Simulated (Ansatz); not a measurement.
# SiC (Moissanite) (P6_3mc) in Ansatz: further runs, part 2 of 2

Ansatz 0.2.0.

### 4 Relaxation of cell and atoms, BPBE

input.yaml

```yaml
crystal:
  lattice:
    - [3.076, 0.0, 0.0]
    - [-1.538, 2.663894142, 0.0]
    - [0.0, 0.0, 5.048]
  atoms:
    - { symbol: Si, position: [0.6666666667, 0.3333333333, 0.5] }
    - { symbol: Si, position: [0.3333333333, 0.6666666667, 0.0] }
    - { symbol: C, position: [0.6666666667, 0.3333333333, 0.885] }
    - { symbol: C, position: [0.3333333333, 0.6666666667, 0.385] }
hamiltonian:
  xc: { exchange: b88, correlation: pbe }
  pseudopotentials: { kind: paw }
kpoints:
  mp_grid: { grid: [10, 10, 5] }
scf:
  occupations: { method: fermi_dirac, width: 0.05 }
output:
  forces: true
  stress: true
relax:
  f_tol: 0.01
  max_steps: 40
  cell: { stress_tol: 0.05 }
```

Potentials or basis: Ansatz PAW.

Launch:

```sh
ansatz run input.yaml --threads 2 --pin off --max-ram 5120MiB --backend cpu --events-out ev --progress --plain --runs-dir out
```

Standard output:

```text
Warning: RAYON_NUM_THREADS=2 ignored (pool sized by the plan → 2); use --threads N
Engine: ansatz 0.2.0, aarch64-unknown-linux-gnu
Pseudopotentials: kind: paw
Pseudopotential: Si, paw, valence charge 4, recommended cutoff 420 eV (normal), Si.paw.azcp
Pseudopotential: C, paw, valence charge 4, recommended cutoff 420 eV (normal), C.paw.azcp
Functional definition: unnamed
  exchange = b88_x
  correlation = pbe_c
Crystal: 4 atoms, lattice volume = 41.364 Å³
Basis set: ecut = 420 eV, 785 PW (Γ), exchange–correlation on 48×48×72 points (8 copies of the dense FFT grid, shifted against one another)
Bands: 12, of which v1, the nominal top of the filled ones, is band 8 counted from 1 (7 counted from 0)
Symmetry: 12 space group operations
Space group: P63mc (ITA 186), of the structure as read, at distance tolerance 3.5e-5 Å
k-points: 42 of 500 (time reversal used)
Non-local potential: Si, projectors of the file, l = 0: 2, l = 1: 2, l = 2: 2
Non-local potential: C, projectors of the file, l = 0: 2, l = 1: 2, l = 2: 1
PAW form: soft (Blöchl's): semilocal exchange-correlation on the pseudo side does not see the compensation charge
PAW frozen core: Si, regenerated for the run's functional, and the local potential with it (the file was generated under x = pbe(κ = 0.804, μ = 0.2195149727645171), c = pbe(β = 0.06672455060314922))
PAW frozen core: C, regenerated for the run's functional, and the local potential with it (the file was generated under x = pbe(κ = 0.804, μ = 0.2195149727645171), c = pbe(β = 0.06672455060314922))
PAW one-centre angular grid: Si, 110 points (default); XC on 64 Gauss nodes
PAW one-centre angular grid: C, 110 points (default); XC on 64 Gauss nodes
Initial density: superposition of atomic densities (neutral atoms: chi_scale 0, normalization atom), corrected by the library's trained network
Initial wavefunctions: pseudopotential atomic-orbital guess
Functional: x = b88, c = pbe(β = 0.06672455060314922)
SCF iter   1: F=—  HF=-1781.312945 eV  |F-HF|=—  |Δ(HF+E_count)|=         —  Δρ=1.61e-3  dr2=7.67e-4  ethr=1.77e-3  ⟨swp⟩=5.2  Hψ=3306  notcnv=0
preconditioner: auto → none  [insulator: Δε(μ)=2.479 eV  Ē_g=11.923 eV  σ=0.050 eV  W_gap=1.00  n_scr=2 (ndim 8)  ℏωp=23.1 eV  f_vac=0.000  D(μ)=0.00/eV (n_scr^D=0)  ε∞_Penn≈4.8]
SCF iter   2: F=—  HF=-1781.313388 eV  |F-HF|=—  |Δ(HF+E_count)|=   4.44e-4  Δρ=7.64e-4  dr2=1.07e-4  ethr=4.79e-6  ⟨swp⟩=2.2  Hψ=1178  notcnv=0
SCF iter   3: F=—  HF=-1781.313467 eV  |F-HF|=—  |Δ(HF+E_count)|=   7.88e-5  Δρ=3.21e-4  dr2=1.99e-5  ethr=6.68e-7  ⟨swp⟩=2.5  Hψ=877  notcnv=0
SCF iter   4: F=—  HF=-1781.313503 eV  |F-HF|=—  |Δ(HF+E_count)|=   3.54e-5  Δρ=4.05e-5  dr2=4.08e-7  ethr=1.24e-7  ⟨swp⟩=2.8  Hψ=864  notcnv=0
iter 5 did not close the SCF: its close was put off for the readings that it lacked (scf_convergence_deferred on its scf_iter line)
SCF iter   5: F=-1781.313503 eV  HF=-1781.313503 eV  |F-HF|=3.65e-9  |Δ(HF+E_count)|=   3.77e-7  Δρ=4.41e-6  dr2=4.44e-9  ethr=2.55e-9  ⟨swp⟩=2.0  Hψ=822  notcnv=0
SCF iter   6: F=-1781.313503 eV  HF=-1781.313503 eV  |F-HF|=9.91e-11  |Δ(HF+E_count)|=   5.02e-9  Δρ=1.10e-6  dr2=3.74e-10  ethr=2.78e-11  ⟨swp⟩=1.7  Hψ=1548  notcnv=0
SCF 1 converged in 6 iterations: F = -1781.313503 eV  dr2 = 3.74e-10
relax step   1: F+E_penalty+E_count = -1781.31350289 eV  Δ(F+E_penalty+E_count) = +0.000e0 eV  max|allowed force component| = 7.533e-1 eV/Å  Δτ_max = 0.0000 Å  P = +3.849 GPa  Ω = 41.364 Å³  (6 SCF iters, dr2 threshold 1.00e-7 eV, accepted)
Crystal: 4 atoms, lattice volume = 41.731 Å³
Initial density: handed on by an earlier stage of this run
Initial wavefunctions: those handed on with the density
iter 1 solved again at ethr=3.16e-5 eV; its pass at ethr=3.10e-3 eV (dr2=5.06e-3 eV) is discarded
SCF iter   1: F=—  HF=-1781.340997 eV  |F-HF|=—  |Δ(HF+E_count)|=         —  Δρ=3.39e-3  dr2=5.01e-3  ethr=3.16e-5  ⟨swp⟩=1.6  Hψ=3384  notcnv=0
preconditioner: auto → none  [insulator: Δε(μ)=2.519 eV  Ē_g=11.849 eV  σ=0.050 eV  W_gap=1.00  n_scr=2 (ndim 8)  ℏωp=23.0 eV  f_vac=0.000  D(μ)=0.00/eV (n_scr^D=0)  ε∞_Penn≈4.8]
SCF iter   2: F=—  HF=-1781.339519 eV  |F-HF|=—  |Δ(HF+E_count)|=   1.48e-3  Δρ=1.04e-3  dr2=3.07e-4  ethr=3.13e-5  ⟨swp⟩=2.0  Hψ=796  notcnv=0
SCF iter   3: F=—  HF=-1781.339480 eV  |F-HF|=—  |Δ(HF+E_count)|=   3.90e-5  Δρ=4.18e-4  dr2=3.88e-5  ethr=1.92e-6  ⟨swp⟩=2.4  Hψ=809  notcnv=0
SCF iter   4: F=—  HF=-1781.339488 eV  |F-HF|=—  |Δ(HF+E_count)|=   8.07e-6  Δρ=1.12e-4  dr2=1.89e-6  ethr=2.42e-7  ⟨swp⟩=2.1  Hψ=840  notcnv=0
[... 47 lines left out ...]
iter 1 solved again at ethr=7.89e-9 eV; its pass at ethr=3.10e-3 eV (dr2=1.26e-6 eV) is discarded
SCF iter   1: F=—  HF=-1781.357216 eV  |F-HF|=—  |Δ(HF+E_count)|=         —  Δρ=4.88e-5  dr2=1.23e-6  ethr=7.89e-9  ⟨swp⟩=1.0  Hψ=3066  notcnv=0
preconditioner: auto → none  [insulator: Δε(μ)=2.466 eV  Ē_g=11.812 eV  σ=0.050 eV  W_gap=1.00  n_scr=2 (ndim 8)  ℏωp=22.9 eV  f_vac=0.000  D(μ)=0.00/eV (n_scr^D=0)  ε∞_Penn≈4.8]
SCF iter   2: F=—  HF=-1781.357187 eV  |F-HF|=—  |Δ(HF+E_count)|=   2.87e-5  Δρ=1.16e-5  dr2=4.53e-8  ethr=7.71e-9  ⟨swp⟩=2.0  Hψ=828  notcnv=0
SCF iter   3: F=-1781.357187 eV  HF=-1781.357187 eV  |F-HF|=4.87e-10  |Δ(HF+E_count)|=   1.20e-8  Δρ=3.58e-6  dr2=4.63e-9  ethr=6.01e-11  ⟨swp⟩=4.6  Hψ=1754  notcnv=0
SCF 7 converged in 3 iterations: F = -1781.357187 eV  dr2 = 4.63e-9
relax step   7: F+E_penalty+E_count = -1781.35718732 eV  Δ(F+E_penalty+E_count) = +1.280e-5 eV  max|allowed force component| = 7.462e-4 eV/Å  Δτ_max = 0.0000 Å  P = +0.017 GPa  Ω = 42.038 Å³  energy of the carried Pulay correction = -1.468e-5 eV  (3 SCF iters, dr2 threshold 9.61e-9 eV, accepted)
iter 1 solved again at ethr=5.25e-8 eV; its pass at ethr=3.10e-3 eV (dr2=8.40e-6 eV) is discarded
SCF iter   1: F=—  HF=-1781.357216 eV  |F-HF|=—  |Δ(HF+E_count)|=         —  Δρ=4.69e-6  dr2=7.25e-9  ethr=5.25e-8  ⟨swp⟩=3.1  Hψ=4807  notcnv=0
SCF iter   2: F=—  HF=-1781.357187 eV  |F-HF|=—  |Δ(HF+E_count)|=   2.91e-5  Δρ=2.40e-6  dr2=1.56e-9  ethr=4.53e-11  ⟨swp⟩=3.4  Hψ=1108  notcnv=0
SCF iter   3: F=—  HF=-1781.357187 eV  |F-HF|=—  |Δ(HF+E_count)|=  8.89e-11  Δρ=1.13e-6  dr2=2.39e-10  ethr=9.77e-12  ⟨swp⟩=2.0  Hψ=836  notcnv=0
SCF iter   4: F=—  HF=-1781.357187 eV  |F-HF|=—  |Δ(HF+E_count)|=  1.11e-10  Δρ=4.43e-7  dr2=9.12e-11  ethr=1.49e-12  ⟨swp⟩=2.0  Hψ=772  notcnv=0
SCF iter   5: F=-1781.357187 eV  HF=-1781.357187 eV  |F-HF|=1.36e-12  |Δ(HF+E_count)|=  1.16e-11  Δρ=6.34e-8  dr2=1.68e-12  ethr=1.00e-12  ⟨swp⟩=4.3  Hψ=1702  notcnv=0
SCF 8 converged in 5 iterations: F = -1781.357187 eV  dr2 = 1.68e-12
relax step   8: F+E_penalty+E_count = -1781.35718732 eV  Δ(F+E_penalty+E_count) = -4.329e-10 eV  max|allowed force component| = 7.541e-4 eV/Å  Δτ_max = 0.0000 Å  P = +0.017 GPa  Ω = 42.038 Å³  stress off target by 1.82e-2 GPa  SCF on the basis re-selected at this cell (its energy is not comparable with the rows above)  (5 SCF iters)
basis re-selected at this cell: Δ(F+E_penalty+E_count) = -4.329e-10 eV, ΔP = +0.000 GPa vs the last step (what re-selecting the basis moved, of the pressure what is left beyond the Pulay correction that the steps carried, after the strain that the cell walked since its last selection, with what the two solves' SCF thresholds leave and, on support functions, any second-order correction that the steps lacked; it is no measure of the basis error at this ecutwfc). This SCF's stress stands 1.82e-2 GPa from its target on what of the cell is left free (relax.cell.stress_tol is 5.00e-2 GPa) and its largest allowed force component is 7.54e-4 eV/Å (relax.f_tol is 1.00e-2 eV/Å): within both
SCF converged after 5 iterations
Free energy (F): -1781.357187 eV
Harris-Foulkes:  -1781.357187 eV  (|F-HF|=1.36e-12)
Internal energy: -1781.357187 eV  (E = F + TS)
E sigma→0 (E₀):  -1781.357187 eV
Fermi energy:    10.623054 eV
--- Per-component energies (eV) ---
  E_band       = 54.657890
  E_kinetic    = 270.069394
  E_local      = -212.800837  (includes V_loc(G=0)·N_el)
  E_nonlocal   = 103.309643
  E_hartree    = 65.514078
  E_xc         = -211.299789
  E_vxc        = -218.716887  (∫ρ·V_xc dr)
  E_paw        = -1230.330997  (= ΣΔE_a)
  E_vpaw       = -18.231621  (= ΣTr[D̂ρ^β])
  E_aug_tail   = 0.000025  (compensation charges beyond the density's cutoff)
  E_ewald      = -565.779716
  E_core_change = -0.038989  (= ΣΔE_core)
  E_smearing   = -0.000000  (= −TS)
  E_closure    = 0.000000  (closes the sum)
  Σ components = -1781.357187   (vs F -1781.357187, Δ=0.00e0)
--- Forces (eV/Å), atoms counted from 1 ---
  atom   1  Si     0.00000000    -0.00000000    -0.00075331
  atom   2  Si    -0.00000000     0.00000000    -0.00075331
  atom   3  C     -0.00000000    -0.00000000     0.00075495
  atom   4  C      0.00000000     0.00000000     0.00075495
  max |Σ_I F_I| component: 3.28e-6 eV/Å
--- Stress (GPa, compression-positive) ---
        0.015696       0.000000       0.000000
        0.000000       0.015696       0.000000
        0.000000       0.000000       0.018214
  P = ⅓ Tr σ = 0.0165 GPa (0.165 kbar)
--- Relaxed structure (6 steps of the walk, 6 accepted, 2 SCFs on fresh bases) ---
  F+E_penalty+E_count = -1781.35718732 eV   max|allowed force component| = 7.541e-4 eV/Å   (the final SCF, on the basis selected at the relaxed cell)
  cell:  # Å, volume = 42.0377 Å³
    - [3.092480990276689, 0.0, 2.2839749689039395e-34]
    - [-1.5462404951383446, 2.6781670983000705, -6.474923982823235e-35]
    - [3.7482137981520373e-34, 9.370534495380093e-35, 5.075677598556709]
  atoms:
    - { symbol: Si, position: [0.6666666666666665, 0.33333333333333337, 0.504593264954889] }
    - { symbol: Si, position: [0.33333333333333337, 0.6666666666666667, 0.004593264954888981] }
    - { symbol: C, position: [0.6666666666666665, 0.33333333333333337, 0.8804067350451112] }
    - { symbol: C, position: [0.33333333333333337, 0.6666666666666667, 0.380406735045111] }
```

Run time: 6.4 s. Hardware: 2 threads of Arm Neoverse V2, shared host; peak memory 0.32 GiB.

Results:

* Free energy: -1781.3572 eV
* Relaxed volume: 10.51 Å³/atom
* Relaxed cell: a = 3.092 Å, b = 3.092 Å, c = 5.076 Å, α = 90.00°, β = 90.00°, γ = 120.00°
* Space group after relaxing (to 0.05 Å): P6_3mc (No. 186)
* Energy gained by relaxing: 10.9 meV/atom
* Ionic steps: 8
* Pressure after relaxing: 0.0 GPa
* Band gap on the k mesh: 2.47 eV

Step by step:
```csv
step,energy change (eV),largest force (eV/Å),volume (Å³)
1,0.0000,0.7533,41.36
2,-0.0260,0.4311,41.73
3,-0.0395,0.1125,42.15
4,-0.0424,0.0036,42.03
5,-0.0424,0.0001,42.03
6,-0.0437,0.0000,42.03
7,-0.0437,0.0008,42.04
8,-0.0437,0.0008,42.04
```

Final structure:
```cif
data_structure
_symmetry_space_group_name_H-M 'P 1'
_symmetry_Int_Tables_number 1
_cell_length_a 3.0925
_cell_length_b 3.0925
_cell_length_c 5.0757
_cell_angle_alpha 90.000
_cell_angle_beta 90.000
_cell_angle_gamma 120.000
_cell_volume 42.04
loop_
_atom_site_label
_atom_site_type_symbol
_atom_site_fract_x
_atom_site_fract_y
_atom_site_fract_z
_atom_site_occupancy
Si1 Si 0.66667 0.33333 0.50459 1
Si2 Si 0.33333 0.66667 0.00459 1
C1 C 0.66667 0.33333 0.88041 1
C2 C 0.33333 0.66667 0.38041 1
```

Caveat: odd divisions of the mesh miss points on the zone boundary, where band edges often lie, so the gap on the mesh can be too wide; the plane-wave basis is chosen anew once the cell has moved, so the energies of steps on either side of that aren't comparable; the PAW data sets come from PBE, with cores solved anew for the run's functional, which leaves a small shift of forces and pressure.

### 5 Single point, PBE

Changes to input.yaml since step 4:

```diff
@@ -11,6 +11,6 @@
 hamiltonian:
-  xc: { exchange: b88, correlation: pbe }
+  xc: pbe
   pseudopotentials: { kind: paw }
 kpoints:
-  mp_grid: { grid: [10, 10, 5] }
+  mp_grid: { grid: [7, 7, 4] }
 scf:
@@ -20,5 +20,2 @@
   stress: true
-relax:
-  f_tol: 0.01
-  max_steps: 40
-  cell: { stress_tol: 0.05 }
+  eigenvalues: true
```

Launch:

```sh
ansatz run input.yaml --threads 2 --pin off --max-ram 5120MiB --backend cpu --events-out ev --progress --plain --runs-dir out
```

Run time: 0.64 s. Hardware: 2 threads of Arm Neoverse V2, shared host; peak memory 0.28 GiB.

The run converged. Its results:

* Free energy: -1774.2634 eV
* Pressure: 3.7 GPa
* Largest force: 0.749 eV/Å
* Band gap on the k mesh: 2.64 eV, indirect (least direct gap 4.14 eV)

Forces on the atoms (eV/Å):
```
Si   0.000  0.000  0.749
Si   0.000  0.000  0.749
C    0.000  0.000 -0.749
C    0.000  0.000 -0.749
```

Stress tensor (GPa, compression positive):
```
5.34 0.00 0.00
0.00 5.34 0.00
0.00 0.00 0.41
```

Levels at points of the mesh, in eV from the valence-band top:
```
            k point  band 6  band 7  band 8  band 9  band 10  band 11
 (0.00, 0.00, 0.00)   -0.28   -0.28    0.00    4.62     6.01     6.51
(0.00, 0.00, -0.50)   -0.97   -0.97   -0.97    5.70     5.70     7.17
```

Caveat: odd divisions of the mesh miss points on the zone boundary, where band edges often lie, so the gap on the mesh can be too wide. A k mesh can miss the band edges.

### 6 Summary

```tsv
task	level	cell	k mesh	gap on the mesh (eV)	pressure (GPa)	relaxed volume (Å³/atom)	largest force (eV/Å)
single point	PBE	as given	6 × 6 × 3	2.32	3.7	-	0.75
relaxation of cell and atoms	revPBE+D4	relaxed	10 × 10 × 5	2.43	0.0	10.20	-
relaxation of cell and atoms	BPBE	relaxed	10 × 10 × 5	2.47	0.0	10.51	-
single point	PBE	as given	7 × 7 × 4	2.64	3.7	-	0.75
```

Alike in all rows: potentials or basis Ansatz PAW; no spin polarisation; cutoff (eV) 420; smearing fermi-dirac 0.05 eV.

Caveats: odd divisions of the mesh miss points on the zone boundary, where band edges often lie, so the gap on the mesh can be too wide; the plane-wave basis is chosen anew once the cell has moved, so the energies of steps on either side of that aren't comparable (some runs); the PAW data sets come from PBE, with cores solved anew for the run's functional, which leaves a small shift of forces and pressure (some runs).

Absolute energies hang on the potentials; compare differences alone.
